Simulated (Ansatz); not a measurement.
Input, command and steps of an Ansatz relaxation.

```yaml
crystal:
  lattice:
    - [-10.0525946321, 0.0, 0.0]
    - [0.0, -10.0525946321, 0.0]
    - [5.0262973161, 5.0262973161, 7.3717411703]
  atoms:
    - { symbol: Si, position: [0.0050774615, 0.4975259267, 0.5085372403] }
    - { symbol: Si, position: [0.4919555438, 0.5034686983, 0.4816846474] }
    - { symbol: Si, position: [0.0020272682, -0.0029417495, 0.5016192797] }
    - { symbol: Si, position: [-0.0062876909, 0.4997750126, 0.0005363039] }
    - { symbol: Si, position: [0.5000945126, 0.0030387428, 0.4993397244] }
    - { symbol: Si, position: [0.5213607475, 0.488205206, 0.0240816565], spin: 0.5 }
    - { symbol: Si, position: [0.0008832397, 0.0008288915, 0.0008375251] }
    - { symbol: Si, position: [0.5021926982, 0.0030289941, -0.0003771622] }
    - { symbol: Si, position: [0.622279091, 0.386794794, 0.2259183435], spin: 0.5 }
    - { symbol: Si, position: [0.1181760052, 0.3752249874, 0.2494636961] }
    - { symbol: Si, position: [0.6275698604, 0.8719710059, 0.2503771622] }
    - { symbol: Si, position: [0.6215402211, 0.3774740733, 0.7414627597] }
    - { symbol: Si, position: [0.1250457146, 0.8741711085, 0.2491624749] }
    - { symbol: Si, position: [0.1352708964, 0.3715313017, 0.7683153526] }
    - { symbol: Si, position: [0.6254079885, 0.8779417495, 0.7483807203] }
    - { symbol: Si, position: [0.1257547882, 0.8719612572, 0.7506602756] }
    - { symbol: O, position: [0.0060286552, 0.4375, 0.125] }
    - { symbol: O, position: [0.5259667757, 0.9375, 0.125] }
    - { symbol: O, position: [0.5231446621, 0.4269215708, 0.5987013475] }
    - { symbol: O, position: [0.0157999695, 0.9375, 0.125] }
    - { symbol: O, position: [0.0494433146, 0.4480784292, 0.6512986525] }
    - { symbol: O, position: [0.5171791837, 0.9431855728, 0.6266163757] }
    - { symbol: O, position: [0.015562808, 0.9318144272, 0.6233836243] }
    - { symbol: O, position: [0.5283798067, 0.41110579, 0.3259526093] }
    - { symbol: O, position: [0.0556851369, 0.3841570274, 0.372080669] }
    - { symbol: O, position: [0.5621547718, 0.894026863, 0.3744585796] }
    - { symbol: O, position: [0.5511638297, 0.3956664353, 0.8611632425] }
    - { symbol: O, position: [0.0654289807, 0.891042341, 0.3766369855] }
    - { symbol: O, position: [0.0487774614, 0.3829947141, 0.8707829239] }
    - { symbol: O, position: [0.5647823925, 0.8944630101, 0.8747017872] }
    - { symbol: O, position: [0.0646845473, 0.8911853929, 0.8777111747] }
    - { symbol: O, position: [0.8150005872, 0.4793335647, 0.3888367575] }
    - { symbol: O, position: [0.3029945375, 0.4920052859, 0.3792170761] }
    - { symbol: O, position: [0.8150806054, 0.9805369899, 0.3752982128] }
    - { symbol: O, position: [0.8086044679, 0.4908429726, 0.877919331] }
    - { symbol: O, position: [0.3119733726, 0.9838146071, 0.3722888253] }
    - { symbol: O, position: [0.3274271974, 0.46389421, 0.9240473907] }
    - { symbol: O, position: [0.8137919952, 0.983957659, 0.8733630145] }
    - { symbol: O, position: [0.3126961922, 0.980973137, 0.8755414204] }
    - { symbol: O, position: [0.5992427491, 0.1931610114, 0.1118586949] }
    - { symbol: O, position: [0.1079660965, 0.189398615, 0.1252472515] }
    - { symbol: O, position: [0.6123840542, 0.6818389886, 0.1381413051] }
    - { symbol: O, position: [0.6095526238, 0.1899375167, 0.6244578144] }
    - { symbol: O, position: [0.107718845, 0.685601385, 0.1247527485] }
    - { symbol: O, position: [0.1114172329, 0.1846093395, 0.6311539333] }
    - { symbol: O, position: [0.6052632996, 0.6903906605, 0.6188460667] }
    - { symbol: O, position: [0.1100948094, 0.6850624833, 0.6255421856] }
  host:
    lattice:
      - [-2.513148658, 2.513148658, 3.6858705851]
      - [2.513148658, -2.513148658, 3.6858705851]
      - [2.513148658, 2.513148658, -3.6858705851]
    atoms:
      - { symbol: Si, position: [0.0, 0.0, 0.0] }
      - { symbol: Si, position: [0.75, 0.25, 0.5] }
      - { symbol: O, position: [0.375, 0.2174786153, 0.3424786153] }
      - { symbol: O, position: [0.9674786153, 0.625, 0.8424786153] }
      - { symbol: O, position: [0.7825213847, 0.125, 0.1575213847] }
      - { symbol: O, position: [0.875, 0.0325213847, 0.6575213847] }
total_charge: 1
basis:
  ecutwfc: 420
  xc_grid: 2
kpoints:
  mp_grid: { grid: [2, 2, 2], shift: [0.0, 0.0, 0.0] }
hamiltonian:
  xc: pbe
scf:
  occupations: { method: gaussian, width: 0.01 }
output:
  forces: true
  stress: false
  eigenvalues: true
  populations: true
  charged_corrections:
    defect_position: [0.51626069, 0.4375, 0.125]
    epsilon: [[3.8795, 0.0, 0.0], [0.0, 3.8795, 0.0], [0.0, 0.0, 4.0911]]
  write_density: true
  write_potential: true
  elf: true
  volumetric_format: npy
magnetization:
  spin_polarized: true
relax:
  adjacent_minimum: "off"
  f_tol: 0.025
  max_steps: 45
```

```bash
ansatz run input.yaml --threads 4 --pin off --max-ram 10240MiB --backend cpu --events-out ev --progress --plain --runs-dir out
```

All numbers below come from Ansatz 0.2.0, DFT PBE, scalar-relativistic, plane waves, PAW.

The cell holds a point defect: O vacancy (site d), charge +1.

Of 8 frames 4 are shown, positions in Å and forces in eV/Å; the SCF threshold varies from step to step.

```xyz
47
Lattice="-10.0526 0.0000 0.0000 0.0000 -10.0526 0.0000 5.0263 5.0263 7.3717" Properties=species:S:1:pos:R:3:forces:R:3 pbc="T T T" step=1 free_energy_over_end_meV_per_atom=15.37
Si    2.5050   -2.4454    3.7488   -0.5536   -0.0496    0.0644
Si   -2.5243   -2.6401    3.5509    0.5230   -0.2997    0.3042
Si    2.5009    2.5509    3.6978   -0.1066    0.0672   -0.0642
Si    0.0659   -5.0213    0.0040   -0.0026   -0.0517    0.1101
Si   -2.5174    2.4793    3.6810    0.1482    0.0543   -0.0916
Si   -5.1200   -4.7867    0.1775   -0.0506   -1.3285   -0.9883
Si   -0.0047   -0.0041    0.0062   -0.0101    0.0060    0.0409
Si   -5.0502   -0.0323   -0.0028    0.1239    0.3819   -0.4458
Si   -5.1200   -2.7528    1.6654   -0.0506    1.3285    0.9883
Si    0.0659   -2.5181    1.8390   -0.0026    0.0517   -0.1101
Si   -5.0502   -7.5071    1.8457    0.1239   -0.3819    0.4458
Si   -2.5213   -0.0678    5.4659   -0.5536    0.0496   -0.0644
Si   -0.0047   -7.5353    1.8368   -0.0101   -0.0060   -0.0409
Si    2.5020    0.1269    5.6638    0.5230    0.2997   -0.3042
Si   -2.5254   -5.0640    5.5169   -0.1066   -0.0672    0.0642
Si    2.5089   -4.9924    5.5337    0.1482   -0.0543    0.0916
O     0.5677   -3.7697    0.9215    0.0001    0.0000    0.0000
O    -4.6590   -8.7960    0.9215   -0.0534    0.0000    0.0000
O    -2.2497   -1.2824    4.4135   -0.0183    0.0416   -0.0539
O     0.4695   -8.7960    0.9215   -0.0087    0.0000    0.0000
O     2.7766   -1.2307    4.8012   -0.0183   -0.0416    0.0539
O    -2.0494   -6.3319    4.6193   -0.0244   -0.0080    0.0044
O     2.9769   -6.2338    4.5954   -0.0244    0.0080   -0.0044
O    -3.6733   -2.4943    2.4028   -0.4396   -0.1663   -0.4522
O     1.3104   -1.9916    2.7429    0.1714   -0.0345    0.0871
O    -3.7690   -7.1051    2.7604   -0.1250    0.0202   -0.1189
O    -1.2122    0.3510    6.3483    0.4546    0.2115    0.4403
O     1.2354   -7.0642    2.7765    0.0696   -0.0231    0.0423
O     3.8865    0.5267    6.4192   -0.1676   -0.0359   -0.0605
O    -1.2810   -4.5952    6.4481    0.0810   -0.0509    0.1128
O     3.7614   -4.5471    6.4703   -0.0609   -0.0127   -0.0595
O    -6.2385   -2.8641    2.8664    0.4546   -0.2115   -0.4403
O    -1.1398   -3.0399    2.7955   -0.1676    0.0359    0.0605
O    -6.3073   -7.9706    2.7666    0.0810    0.0509   -0.1128
O    -3.7159   -0.5216    6.4718    0.1714    0.0345   -0.0871
O    -1.2649   -8.0187    2.7444   -0.0609    0.0127    0.0595
O     1.3530   -0.0188    6.8118   -0.4396    0.1663    0.4522
O    -3.7909   -5.5015    6.4382    0.0696    0.0231   -0.0423
O     1.2573   -5.4606    6.4543   -0.1250   -0.0202    0.1189
O    -5.4617   -1.3795    0.8246   -0.0227   -0.6500    0.1430
O    -0.4558   -1.2744    0.9233    0.0030   -0.0294    0.0280
O    -5.4617   -6.1599    1.0183   -0.0227    0.6500   -0.1430
O    -2.9889    1.2293    4.6033    0.0600   -0.1124    0.0756
O    -0.4558   -6.2650    0.9196    0.0030    0.0294   -0.0280
O     2.0523    1.3166    4.6527   -0.0218   -0.1344    0.1342
O    -2.9740   -3.8297    4.5620   -0.0218    0.1344   -0.1342
O     2.0374   -3.7425    4.6113    0.0600    0.1124   -0.0756
47
Lattice="-10.0526 0.0000 0.0000 0.0000 -10.0526 0.0000 5.0263 5.0263 7.3717" Properties=species:S:1:pos:R:3:forces:R:3 pbc="T T T" step=3 free_energy_over_end_meV_per_atom=7.31
Si    2.4454   -2.4630    3.7872    1.4055    0.4852   -0.2291
Si   -2.4538   -2.6634    3.5720   -1.2942    0.9022   -0.2600
Si    2.4796    2.5579    3.7005    0.2486   -0.3052    0.1680
Si    0.0824   -5.0189    0.0194   -0.1527   -0.0005   -0.2535
Si   -2.5121    2.4969    3.6697   -0.2812   -0.1603    0.0972
Si   -5.1159   -4.9741    0.0347    0.0068   -0.0929    0.2229
Si   -0.0086   -0.0046    0.0080    0.0242    0.0112    0.1029
Si   -5.0548    0.0063   -0.0616   -0.1517   -0.4725    1.5071
Si   -5.1159   -2.5654    1.8082    0.0068    0.0929   -0.2229
Si    0.0824   -2.5205    1.8235   -0.1527    0.0005    0.2535
Si   -5.0548   -7.5457    1.9045   -0.1517    0.4725   -1.5071
Si   -2.5809   -0.0501    5.4275    1.4055   -0.4852    0.2291
Si   -0.0086   -7.5349    1.8350    0.0242   -0.0112   -0.1029
Si    2.5725    0.1503    5.6426   -1.2942   -0.9022    0.2600
Si   -2.5467   -5.0710    5.5142    0.2486    0.3052   -0.1680
Si    2.5142   -5.0100    5.5450   -0.2812    0.1603   -0.0972
O     0.5966   -3.7697    0.9215    0.0548    0.0000    0.0000
O    -4.6638   -8.7960    0.9215   -0.0759    0.0000    0.0000
O    -2.2404   -1.2733    4.4012    0.0009   -0.0042    0.0258
O     0.4686   -8.7960    0.9215   -0.0401    0.0000    0.0000
O     2.7859   -1.2398    4.8135    0.0009    0.0042   -0.0258
O    -2.0563   -6.3272    4.6169    0.0598    0.0026    0.0135
O     2.9700   -6.2385    4.5978    0.0598   -0.0026   -0.0135
O    -3.6667   -2.4357    2.4067    1.8397   -0.2304    0.8523
O     1.3134   -1.9938    2.7536   -0.2883    0.0378   -0.3230
O    -3.7841   -7.0927    2.7598    0.5014    0.1489    0.3427
O    -1.1745    0.3396    6.3037   -1.7346    0.2240   -1.2400
O     1.2303   -7.0627    2.7807   -0.2232    0.0282   -0.1602
O     3.9058    0.5494    6.4169    0.6908    0.0894    0.5087
O    -1.2864   -4.5817    6.4297   -0.5116    0.0537   -0.3477
O     3.7540   -4.5524    6.4735    0.0788    0.0168    0.0915
O    -6.2008   -2.8527    2.9109   -1.7346   -0.2240    1.2400
O    -1.1205   -3.0625    2.7978    0.6908   -0.0894   -0.5087
O    -6.3127   -7.9841    2.7850   -0.5116   -0.0537    0.3477
O    -3.7129   -0.5194    6.4610   -0.2883   -0.0378    0.3230
O    -1.2723   -8.0134    2.7412    0.0788   -0.0168   -0.0915
O     1.3596   -0.0775    6.8079    1.8397    0.2304   -0.8523
O    -3.7960   -5.5031    6.4340   -0.2232   -0.0282    0.1602
O     1.2422   -5.4731    6.4549    0.5014   -0.1489   -0.3427
O    -5.4957   -1.3606    0.8551   -0.0510    1.3290   -1.2627
O    -0.4550   -1.2834    0.9242    0.0140    0.1218   -0.0855
O    -5.4957   -6.1789    0.9878   -0.0510   -1.3290    1.2627
O    -3.0114    1.2395    4.5896   -0.0679    0.5697   -0.3054
O    -0.4550   -6.2560    0.9187    0.0140   -0.1218    0.0855
O     2.0533    1.3109    4.6651   -0.0833    0.4254   -0.2880
O    -2.9730   -3.8241    4.5496   -0.0833   -0.4254    0.2880
O     2.0149   -3.7526    4.6251   -0.0679   -0.5697    0.3054
47
Lattice="-10.0526 0.0000 0.0000 0.0000 -10.0526 0.0000 5.0263 5.0263 7.3717" Properties=species:S:1:pos:R:3:forces:R:3 pbc="T T T" step=6 free_energy_over_end_meV_per_atom=0.19
Si    2.4776   -2.4579    3.8137   -0.0082   -0.0091    0.0007
Si   -2.4569   -2.6476    3.5501    0.0124   -0.0514    0.0128
Si    2.4720    2.5471    3.7258   -0.0221    0.0248    0.0005
Si    0.1071   -5.0129    0.0093    0.0302   -0.0050    0.0475
Si   -2.5345    2.5039    3.6433    0.0348    0.0004   -0.0253
Si   -5.1197   -5.0320   -0.0049   -0.0062    0.0661    0.0441
Si   -0.0078   -0.0013    0.0151    0.0205    0.0156    0.0240
Si   -5.0803    0.0039   -0.0357   -0.0137   -0.0044   -0.0301
Si   -5.1197   -2.5074    1.8479   -0.0062   -0.0661   -0.0441
Si    0.1071   -2.5266    1.8337    0.0302    0.0050   -0.0475
Si   -5.0803   -7.5434    1.8787   -0.0137    0.0044    0.0301
Si   -2.5487   -0.0552    5.4010   -0.0082    0.0091   -0.0007
Si   -0.0078   -7.5382    1.8279    0.0205   -0.0156   -0.0240
Si    2.5694    0.1345    5.6646    0.0124    0.0514   -0.0128
Si   -2.5543   -5.0603    5.4888   -0.0221   -0.0248   -0.0005
Si    2.4918   -5.0170    5.5714    0.0348   -0.0004    0.0253
O     0.6330   -3.7697    0.9215    0.0016    0.0000    0.0000
O    -4.6766   -8.7960    0.9215   -0.0015    0.0000    0.0000
O    -2.2036   -1.2841    4.3964   -0.0131    0.0385   -0.0220
O     0.4881   -8.7960    0.9215   -0.0180    0.0000    0.0000
O     2.8227   -1.2291    4.8182   -0.0131   -0.0385    0.0220
O    -2.0632   -6.3253    4.5978    0.0093   -0.0225    0.0242
O     2.9631   -6.2404    4.6169    0.0093    0.0225   -0.0242
O    -3.6123   -2.4309    2.3780   -0.0679    0.0960    0.0347
O     1.3372   -2.0035    2.7650    0.0100    0.0295    0.0288
O    -3.8039   -7.0635    2.7448   -0.0176   -0.0176   -0.0104
O    -1.1940    0.3670    6.2652    0.1056   -0.0642   -0.0405
O     1.2035   -7.0820    2.8131    0.0199    0.0136    0.0002
O     3.9257    0.5589    6.4327   -0.0702   -0.0121   -0.0235
O    -1.3064   -4.5769    6.4186    0.0036    0.0124    0.0261
O     3.7190   -4.5608    6.5267    0.0034    0.0000   -0.0332
O    -6.2203   -2.8802    2.9495    0.1056    0.0642    0.0405
O    -1.1006   -3.0721    2.7820   -0.0702    0.0121    0.0235
O    -6.3327   -7.9888    2.7961    0.0036   -0.0124   -0.0261
O    -3.6891   -0.5096    6.4497    0.0100   -0.0295   -0.0288
O    -1.3073   -8.0050    2.6880    0.0034    0.0000    0.0332
O     1.4139   -0.0823    6.8367   -0.0679   -0.0960   -0.0347
O    -3.8228   -5.4838    6.4015    0.0199   -0.0136   -0.0002
O     1.2224   -5.5022    6.4698   -0.0176    0.0176    0.0104
O    -5.5408   -1.3210    0.8557    0.0034    0.0000    0.0734
O    -0.4195   -1.2788    0.9400   -0.0162   -0.0297    0.0036
O    -5.5408   -6.2184    0.9873    0.0034    0.0000   -0.0734
O    -3.0113    1.2350    4.5479   -0.0060   -0.0190    0.0194
O    -0.4195   -6.2606    0.9030   -0.0162    0.0297   -0.0036
O     2.0392    1.3143    4.6977   -0.0029   -0.0357    0.0000
O    -2.9871   -3.8274    4.5169   -0.0029    0.0357    0.0000
O     2.0149   -3.7482    4.6668   -0.0060    0.0190   -0.0194
47
Lattice="-10.0526 0.0000 0.0000 0.0000 -10.0526 0.0000 5.0263 5.0263 7.3717" Properties=species:S:1:pos:R:3:forces:R:3 pbc="T T T" step=8 free_energy_over_end_meV_per_atom=0.00
Si    2.4788   -2.4651    3.8122    0.0015    0.0026    0.0004
Si   -2.4603   -2.6330    3.5471   -0.0004    0.0037   -0.0002
Si    2.4716    2.5343    3.7289    0.0023   -0.0003    0.0032
Si    0.1083   -5.0155    0.0123   -0.0021   -0.0012    0.0006
Si   -2.5329    2.5109    3.6483   -0.0030   -0.0010   -0.0024
Si   -5.1191   -5.0409   -0.0030   -0.0010    0.0038   -0.0003
Si   -0.0075   -0.0001    0.0106    0.0020   -0.0015    0.0003
Si   -5.0829    0.0077   -0.0386   -0.0022    0.0031    0.0018
Si   -5.1191   -2.4986    1.8459   -0.0010   -0.0038    0.0003
Si    0.1083   -2.5239    1.8306   -0.0021    0.0012   -0.0006
Si   -5.0829   -7.5471    1.8815   -0.0022   -0.0031   -0.0018
Si   -2.5475   -0.0481    5.4025    0.0015   -0.0026   -0.0004
Si   -0.0075   -7.5394    1.8323    0.0020    0.0015   -0.0003
Si    2.5660    0.1198    5.6676   -0.0004   -0.0037    0.0002
Si   -2.5547   -5.0475    5.4858    0.0023    0.0003   -0.0032
Si    2.4933   -5.0241    5.5663   -0.0030    0.0010    0.0024
O     0.6329   -3.7697    0.9215    0.0015    0.0000    0.0000
O    -4.6753   -8.7960    0.9215    0.0035    0.0000    0.0000
O    -2.2095   -1.2622    4.3803    0.0006   -0.0006   -0.0006
O     0.4796   -8.7960    0.9215   -0.0015    0.0000    0.0000
O     2.8168   -1.2509    4.8344    0.0006    0.0006    0.0006
O    -2.0615   -6.3101    4.5927   -0.0001    0.0026    0.0013
O     2.9648   -6.2557    4.6220   -0.0001   -0.0026   -0.0013
O    -3.6161   -2.3959    2.3802    0.0009    0.0019    0.0012
O     1.3414   -2.0021    2.7620   -0.0005   -0.0007    0.0020
O    -3.8049   -7.0676    2.7457    0.0009   -0.0008   -0.0001
O    -1.1750    0.3503    6.2487   -0.0001   -0.0004    0.0008
O     1.2088   -7.0867    2.8132   -0.0011    0.0008   -0.0001
O     3.9194    0.5480    6.4376    0.0015    0.0026   -0.0013
O    -1.3074   -4.5647    6.4179    0.0018    0.0019    0.0003
O     3.7242   -4.5606    6.5128   -0.0015   -0.0022   -0.0009
O    -6.2013   -2.8634    2.9660   -0.0001    0.0004   -0.0008
O    -1.1069   -3.0611    2.7771    0.0015   -0.0026    0.0013
O    -6.3337   -8.0010    2.7968    0.0018   -0.0019   -0.0003
O    -3.6849   -0.5110    6.4527   -0.0005    0.0007   -0.0020
O    -1.3021   -8.0052    2.7019   -0.0015    0.0022    0.0009
O     1.4102   -0.1173    6.8344    0.0009   -0.0019   -0.0012
O    -3.8175   -5.4790    6.4015   -0.0011   -0.0008    0.0001
O     1.2214   -5.4981    6.4690    0.0009    0.0008    0.0001
O    -5.5500   -1.3148    0.8554   -0.0001    0.0062   -0.0008
O    -0.4194   -1.2810    0.9311    0.0005   -0.0021    0.0003
O    -5.5500   -6.2247    0.9875   -0.0001   -0.0062    0.0008
O    -3.0117    1.2544    4.5699   -0.0036    0.0008    0.0012
O    -0.4194   -6.2584    0.9119    0.0005    0.0021   -0.0003
O     2.0363    1.2956    4.6950    0.0017    0.0011   -0.0016
O    -2.9899   -3.8087    4.5197    0.0017   -0.0011    0.0016
O     2.0146   -3.7676    4.6448   -0.0036   -0.0008   -0.0012
```

The run took 7.2 min on 4 threads of Arm Neoverse V1 (shared host), peak memory 3.4 GiB.